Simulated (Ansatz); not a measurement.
# Mo: how the settings move a single-point run

How sensitive is a single-point run of Mo to its settings? A reference run comes first, then one run with altered input.

The COD entry's cell or inner coordinates are ideal or old and differ from later refinements, so a difference from it is no clean test against experiment.

Computed with Ansatz 0.2.0 (reference: DFT, PBE, PAW with Ansatz's default frozen-core files, scalar-relativistic, unless a step's input says otherwise).

## (1) Starting point

Symmetry: Im-3m, No. 229, cubic system. Conventional cell: a = 3.142 Å, b = 3.142 Å, c = 3.142 Å, α = 90.00°, β = 90.00°, γ = 90.00°. Mo (site symmetry m-3m) has 8 Mo at 2.72 Å in its first shell of neighbours.

Structure file:

```
CELL_PARAMETERS angstrom
-1.57100 1.57100 1.57100
1.57100 -1.57100 1.57100
1.57100 1.57100 -1.57100
ATOMIC_POSITIONS crystal
Mo 0.00000 0.00000 0.00000
```

## (2) The reference run

input.yaml reads:

```yaml
crystal:
  lattice:
    - [-1.571, 1.571, 1.571]
    - [1.571, -1.571, 1.571]
    - [1.571, 1.571, -1.571]
  atoms:
    - { symbol: Mo, position: [0.0, 0.0, 0.0] }
kpoints:
  mp_grid: { grid: [16, 16, 16] }
scf:
  occupations: { method: fermi_dirac, width: 0.05 }
hamiltonian:
  xc: pbe
  pseudopotentials: { kind: paw }
output:
  forces: true
  stress: true
  eigenvalues: true
  efg: { contact_densities: true }
  write_density: true
  write_potential: true
  elf: true
  volumetric_format: npy
basis:
  ecutwfc: 350
```

The run is started by

```console
$ ansatz run input.yaml --threads 1 --pin off --max-ram 2048MiB --backend cpu --events-out ev --progress --plain --runs-dir out
```

Excerpt of the output:

```text
[...]
Basis set: ecut = 350 eV, 225 PW (Γ), exchange–correlation on 36×36×36 points (8 copies of the dense FFT grid, shifted against one another)
[...]
k-points: 145 of 4096
[...]
SCF iter   1: F=—  HF=-4956.021519 eV  |F-HF|=—  |Δ(HF+E_count)|=         —  Δρ=2.15e-3  dr2=3.47e-4  ethr=1.77e-3  ⟨swp⟩=5.0  Hψ=9178  notcnv=0
preconditioner: auto → none  [metal: Δε(μ)=0.023 eV  Ē_g=8.401 eV  σ=0.050 eV  W_gap=0.11  n_scr=0 (ndim 8)  ℏωp=23.1 eV  f_vac=0.000  D(μ)=0.44/eV (n_scr^D=0)]
SCF iter   2: F=—  HF=-4956.021438 eV  |F-HF|=—  |Δ(HF+E_count)|=   8.17e-5  Δρ=1.06e-3  dr2=6.45e-5  ethr=2.48e-6  ⟨swp⟩=2.6  Hψ=3667  notcnv=0
[...]
SCF iter   5: F=-4956.021456 eV  HF=-4956.021456 eV  |F-HF|=3.69e-8  |Δ(HF+E_count)|=   9.81e-9  Δρ=2.68e-5  dr2=4.81e-8  ethr=1.37e-9  ⟨swp⟩=2.0  Hψ=2604  notcnv=0
SCF iter   6: F=-4956.021456 eV  HF=-4956.021456 eV  |F-HF|=4.52e-9  |Δ(HF+E_count)|=   1.78e-8  Δρ=1.01e-5  dr2=6.14e-9  ethr=3.44e-10  ⟨swp⟩=4.2  Hψ=7890  notcnv=0
[...]
SCF converged after 6 iterations
Free energy (F): -4956.021456 eV
[...]
E sigma→0 (E₀):  -4956.019502 eV
[...]
Fermi energy:    21.302301 eV
[...]
  P = ⅓ Tr σ = 4.6565 GPa (46.565 kbar)
[...]
```

Run time: 3 s. Hardware: 1 thread of Arm Neoverse V1, shared host; peak memory 0.33 GiB.

## (3) Changing settings: chi_scale 0.1

Changes to input.yaml since step 2:

```diff
@@ -11,2 +11,3 @@
   occupations: { method: fermi_dirac, width: 0.05 }
+  initial_density: { chi_scale: 0.1 }
 hamiltonian:
@@ -19,6 +20,2 @@
   efg: { contact_densities: true }
-  write_density: true
-  write_potential: true
-  elf: true
-  volumetric_format: npy
 basis:
```

The run is started by

```console
$ ansatz run input.yaml --threads 1 --pin off --max-ram 2048MiB --backend cpu --events-out ev --progress --plain --runs-dir out
```

The program printed, shortened:

```text
Warning: basis.ecutwfc = 350 eV is below the records' recommended 420 eV, and the density's cutoff is lower with it unless basis.ecutrho_ratio is high enough to keep the records' density cutoff: compare with a run at a higher cutoff
Mo: output.efg is read without spin–orbit coupling, which moves field gradients at and beside such atoms by some per cent and up to a factor of two; PAW files take it under magnetization.noncollinear and magnetization.spin_orbit
[...]
Pseudopotentials: kind: paw
Pseudopotential: Mo, paw, valence charge 14, recommended cutoff 420 eV (normal)
Functional definition: PBE
[...]
Crystal: 1 atoms, lattice volume = 15.509 Å³
Basis set: ecut = 350 eV, 225 PW (Γ), exchange–correlation on 36×36×36 points (8 copies of the dense FFT grid, shifted against one another)
Bands: 11, of which v1, the nominal top of the filled ones, is band 7 counted from 1 (6 counted from 0)
Symmetry: 48 space group operations
Space group: Im-3m (ITA 229), of the structure as read, at distance tolerance 2.5e-5 Å
k-points: 145 of 4096
[...]
SCF iter   1: F=—  HF=-4956.633317 eV  |F-HF|=—  |Δ(HF+E_count)|=         —  Δρ=1.07e-1  dr2=1.75e0  ethr=3.10e-3  ⟨swp⟩=5.0  Hψ=9023  notcnv=0
[...]
SCF iter   6: F=-4956.021456 eV  HF=-4956.021456 eV  |F-HF|=1.21e-8  |Δ(HF+E_count)|=   1.02e-7  Δρ=1.76e-5  dr2=1.77e-8  ethr=7.14e-10  ⟨swp⟩=5.2  Hψ=7672  notcnv=0
[...]
SCF converged after 6 iterations
Free energy (F): -4956.021456 eV
[...]
E sigma→0 (E₀):  -4956.019502 eV
Entropy (-TS):   -0.003908 eV (-3.908 meV/atom)
Fermi energy:    21.302296 eV
[...]
--- Forces (eV/Å), atoms counted from 1 ---
  atom   1  Mo    -0.00000000    -0.00000000     0.00000000
[...]
--- Stress (GPa, compression-positive) ---
        4.656248      -0.000000       0.000000
        0.000000       4.656248       0.000000
       -0.000000      -0.000000       4.656248
  P = ⅓ Tr σ = 4.6562 GPa (46.562 kbar)
--- PAW observables at the nuclei: V_zz in 10²¹ V/m², potentials from the cell's mean, atoms counted from 1 ---
  atom   1  Mo V_zz =    +0.000000   η = 0.0000   by run symmetry: forbidden
            electrostatic potential = -6363.164140 V   contact ρ = 595277.383449 e/Å³
--- Band table (eV; the first three rows and the last of 145) ---
  k-point 0: bands = ["-39.9787", "-13.2203", "-13.2203", "-13.2203", "14.0468", "19.9242", "19.9242", "19.9242", "22.9755", "22.9755", "36.0096"]
[...]
```

It took 2.5 s on 1 thread of Arm Neoverse V1, shared host; peak memory 0.3 GiB.

Energy and cycle count are those of the reference, so the change (start) left the result and the number of cycles as they were.

## (4) Comparison

| run | ending | energy change | pressure (GPa) | gap (eV) | force (eV/Å) | cycles | time |
| --- | --- | --- | --- | --- | --- | --- | --- |
| reference | converged | 0 | 4.7 | 0.00 | 0.00 | 6 | 3 s |
| 1: chi_scale 0.1 | converged | 0.0 meV/atom | 4.7 | 0.00 | 0.00 | 6 | 2.5 s |

Times don't compare one to one where runs were asked for different outputs or read a saved state (see the inputs); cycles may leave out searches for a lower state.

Residual by cycle in the longest SCF loop of each run; runs are numbered as in the table. The quantity is the density residual dr2, in eV.

```csv
cycle,reference,run 1
1,3.5e-4,1.75
2,6.4e-5,0.0514
3,6.7e-6,0.00907
4,1.9e-7,7.4e-6
5,4.8e-8,3.4e-7
6,6.1e-9,1.8e-8
```

What this shows: Energy and cycle count are those of the reference, so the change (start) left the result and the number of cycles as they were.
